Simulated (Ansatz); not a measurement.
**WC: eigenvalues along the path**

```xyz
2
Lattice="2.9005 0.0000 0.0000 -1.4503 2.5119 0.0000 0.0000 0.0000 2.8290" Properties=species:S:1:pos:R:3 pbc="T T T"
W     0.0000    0.0000    0.0000
C     1.4503    0.8373    1.4145
```

Atom numbers follow the list: W1, C2.

The geometry is COD entry 2102244, unchecked; take it as a test cell.

Spin–orbit coupling is left out, though it moves levels of the heavy atoms by tenths of an eV or more.

The calculation used DFT, PBE, all-electron LAPW, scalar-relativistic in Ansatz 0.2.0.

The runs use a Γ-centred 13×13×12 k mesh, Fermi–Dirac smearing of 0.05 eV, basis error target 1 meV/atom, no spin polarisation.

Path points, in fractions of the reciprocal vectors: Γ (0.000, 0.000, 0.000), M (0.500, 0.000, 0.000), K (0.333, 0.333, 0.000), A (0.000, 0.000, 0.500), L (0.500, 0.000, 0.500), H (0.333, 0.333, 0.500). Levels in eV from the Fermi level; bands 21 to 28, counted from the lowest band of the run. The gap is zero.

```
# k(1/Å) point b21 b22 b23 b24 b25 b26 b27 b28
0.000 Γ -14.51 -4.36 -3.38 -3.38 0.08 3.26 3.26 5.64
0.089 - -14.47 -4.35 -3.43 -3.35 -0.03 3.25 3.38 5.57
0.179 - -14.37 -4.32 -3.57 -3.26 -0.32 3.21 3.71 5.36
0.268 - -14.21 -4.35 -3.69 -3.10 -0.71 3.15 4.14 5.06
0.357 - -13.98 -4.53 -3.68 -2.89 -1.13 3.07 4.62 4.69
0.447 - -13.71 -4.85 -3.56 -2.63 -1.56 2.98 4.31 5.09
0.536 - -13.39 -5.20 -3.41 -2.34 -1.96 2.89 3.96 5.01
0.625 - -13.05 -5.57 -3.28 -2.34 -2.02 2.79 3.70 4.87
0.715 - -12.68 -5.91 -3.19 -2.68 -1.69 2.69 3.58 4.76
0.804 - -12.31 -6.23 -3.19 -2.97 -1.37 2.59 3.62 4.67
0.893 - -11.95 -6.51 -3.26 -3.21 -1.08 2.51 3.82 4.61
0.983 - -11.63 -6.74 -3.40 -3.37 -0.83 2.45 4.13 4.57
1.072 - -11.37 -6.92 -3.54 -3.49 -0.64 2.40 4.49 4.56
1.161 - -11.20 -7.03 -3.63 -3.58 -0.52 2.37 4.56 4.79
1.251 M -11.14 -7.07 -3.66 -3.61 -0.48 2.36 4.56 4.91
1.302 - -11.14 -7.07 -3.65 -3.62 -0.48 2.33 4.50 4.91
1.354 - -11.11 -7.05 -3.65 -3.63 -0.47 2.23 4.36 4.90
1.405 - -11.07 -7.04 -3.66 -3.63 -0.46 2.09 4.17 4.85
1.457 - -11.02 -7.01 -3.70 -3.62 -0.43 1.92 3.95 4.77
1.509 - -10.95 -6.98 -3.76 -3.60 -0.38 1.73 3.71 4.65
1.560 - -10.87 -6.94 -3.84 -3.58 -0.30 1.53 3.46 4.50
1.612 - -10.79 -6.89 -3.94 -3.56 -0.20 1.34 3.22 4.33
1.663 - -10.71 -6.84 -4.05 -3.54 -0.05 1.16 2.98 4.14
1.715 - -10.62 -6.79 -4.17 -3.52 0.12 1.00 2.76 3.94
1.766 - -10.55 -6.73 -4.30 -3.51 0.32 0.86 2.55 3.74
1.818 - -10.48 -6.69 -4.41 -3.50 0.53 0.75 2.36 3.56
1.870 - -10.43 -6.64 -4.51 -3.49 0.67 0.74 2.20 3.40
1.921 - -10.39 -6.62 -4.57 -3.49 0.63 0.90 2.09 3.28
1.973 K -10.38 -6.61 -4.59 -3.49 0.61 0.97 2.05 3.24
2.076 - -10.43 -6.64 -4.50 -3.49 0.67 0.75 2.13 3.45
2.179 - -10.61 -6.68 -4.26 -3.47 0.31 0.83 2.22 3.98
2.282 - -10.89 -6.67 -3.94 -3.42 -0.19 1.06 2.32 4.55
2.385 - -11.27 -6.58 -3.60 -3.32 -0.69 1.35 2.48 4.94
2.489 - -11.70 -6.41 -3.31 -3.16 -1.16 1.66 2.70 5.07
2.592 - -12.16 -6.16 -3.13 -2.94 -1.56 1.98 2.96 5.01
2.695 - -12.62 -5.85 -3.11 -2.64 -1.90 2.28 3.26 4.93
2.798 - -13.06 -5.48 -3.24 -2.28 -2.19 2.55 3.61 4.94
2.901 - -13.46 -5.09 -3.43 -2.48 -1.86 2.78 4.02 5.04
3.004 - -13.82 -4.70 -3.62 -2.76 -1.39 2.96 4.46 4.97
3.107 - -14.11 -4.41 -3.71 -3.01 -0.90 3.10 4.38 4.90
3.211 - -14.33 -4.31 -3.61 -3.21 -0.44 3.19 3.84 5.28
3.314 - -14.46 -4.34 -3.45 -3.34 -0.07 3.24 3.42 5.54
3.417 Γ -14.51 -4.36 -3.38 -3.38 0.08 3.26 3.26 5.64
3.496 - -14.48 -4.37 -3.37 -3.37 0.07 3.13 3.13 5.72
3.576 - -14.38 -4.42 -3.33 -3.33 0.06 2.81 2.81 5.91
3.655 - -14.23 -4.51 -3.25 -3.25 0.07 2.38 2.38 6.11
3.734 - -14.01 -4.68 -3.16 -3.16 0.14 1.92 1.92 6.23
3.814 - -13.75 -4.92 -3.04 -3.04 0.31 1.46 1.46 6.25
3.893 - -13.44 -5.25 -2.90 -2.90 0.58 1.02 1.02 6.16
3.972 - -13.08 -5.66 -2.75 -2.75 0.62 0.62 0.95 5.98
4.051 - -12.69 -6.12 -2.59 -2.59 0.27 0.27 1.40 5.73
4.131 - -12.28 -6.62 -2.44 -2.44 -0.03 -0.03 1.90 5.45
4.210 - -11.84 -7.14 -2.30 -2.30 -0.26 -0.26 2.43 5.17
4.289 - -11.39 -7.65 -2.19 -2.19 -0.43 -0.43 2.92 4.92
4.369 - -10.96 -8.14 -2.11 -2.11 -0.54 -0.54 3.32 4.71
4.448 - -10.60 -8.53 -2.06 -2.06 -0.59 -0.59 3.59 4.58
4.527 A -10.44 -8.70 -2.05 -2.05 -0.61 -0.61 3.69 4.53
4.617 - -10.45 -8.65 -2.10 -2.08 -0.67 -0.57 3.74 4.53
4.706 - -10.49 -8.52 -2.22 -2.15 -0.85 -0.44 3.87 4.52
4.795 - -10.55 -8.32 -2.42 -2.28 -1.10 -0.22 4.06 4.53
4.885 - -10.62 -8.05 -2.66 -2.46 -1.36 0.07 4.27 4.58
4.974 - -10.71 -7.73 -2.92 -2.67 -1.60 0.44 4.49 4.69
5.063 - -10.81 -7.40 -3.18 -2.90 -1.76 0.88 4.69 4.85
5.153 - -10.91 -7.09 -3.43 -3.15 -1.80 1.37 4.88 5.07
5.242 - -11.01 -6.84 -3.67 -3.39 -1.70 1.92 5.05 5.33
5.331 - -11.11 -6.66 -3.87 -3.62 -1.45 2.49 5.19 5.62
5.421 - -11.19 -6.56 -4.05 -3.82 -1.06 3.06 5.29 5.93
5.510 - -11.26 -6.52 -4.19 -3.99 -0.61 3.59 5.35 6.22
5.599 - -11.31 -6.51 -4.29 -4.11 -0.16 4.04 5.37 6.46
5.689 - -11.34 -6.51 -4.35 -4.18 0.17 4.35 5.36 6.63
5.778 L -11.35 -6.51 -4.37 -4.21 0.29 4.46 5.35 6.69
5.830 - -11.35 -6.50 -4.62 -3.96 0.27 4.50 5.35 6.68
5.881 - -11.34 -6.46 -4.94 -3.65 0.20 4.60 5.34 6.66
5.933 - -11.32 -6.39 -5.25 -3.35 0.09 4.75 5.34 6.62
5.984 - -11.29 -6.31 -5.55 -3.06 -0.03 4.91 5.36 6.57
6.036 - -11.26 -6.20 -5.84 -2.79 -0.17 5.00 5.48 6.53
6.088 - -11.23 -6.11 -6.09 -2.54 -0.30 5.00 5.72 6.49
6.139 - -11.19 -6.37 -5.96 -2.32 -0.42 4.94 6.01 6.45
6.191 - -11.15 -6.60 -5.84 -2.12 -0.53 4.86 6.32 6.43
6.242 - -11.11 -6.80 -5.72 -1.96 -0.60 4.77 6.42 6.63
6.294 - -11.07 -6.97 -5.62 -1.83 -0.65 4.68 6.42 6.93
6.345 - -11.04 -7.11 -5.54 -1.73 -0.68 4.58 6.42 7.21
6.397 - -11.02 -7.20 -5.48 -1.67 -0.68 4.51 6.43 7.44
6.449 - -11.01 -7.26 -5.45 -1.63 -0.67 4.45 6.44 7.59
6.500 H -11.00 -7.28 -5.44 -1.62 -0.67 4.43 6.45 7.65
6.603 - -11.02 -7.21 -5.47 -1.66 -0.71 4.52 6.42 7.41
6.706 - -11.05 -6.99 -5.57 -1.76 -0.88 4.74 6.32 6.78
6.810 - -11.09 -6.65 -5.69 -1.90 -1.16 4.99 5.94 6.15
6.913 - -11.10 -6.22 -5.85 -2.05 -1.49 4.98 5.17 5.92
7.016 - -11.09 -6.06 -5.73 -2.20 -1.78 4.03 5.21 5.65
7.119 - -11.05 -6.32 -5.19 -2.32 -1.99 3.10 5.16 5.37
7.222 - -10.98 -6.65 -4.63 -2.40 -2.07 2.25 5.04 5.12
7.325 - -10.88 -7.04 -4.06 -2.44 -2.01 1.50 4.86 4.89
7.429 - -10.78 -7.45 -3.52 -2.42 -1.82 0.85 4.64 4.72
7.532 - -10.67 -7.85 -3.02 -2.37 -1.55 0.32 4.41 4.60
7.635 - -10.58 -8.20 -2.61 -2.27 -1.23 -0.09 4.16 4.54
7.738 - -10.50 -8.47 -2.30 -2.17 -0.92 -0.38 3.93 4.52
7.841 - -10.46 -8.64 -2.11 -2.08 -0.70 -0.55 3.75 4.53
7.944 A -10.44 -8.70 -2.05 -2.05 -0.61 -0.61 3.69 4.53
```
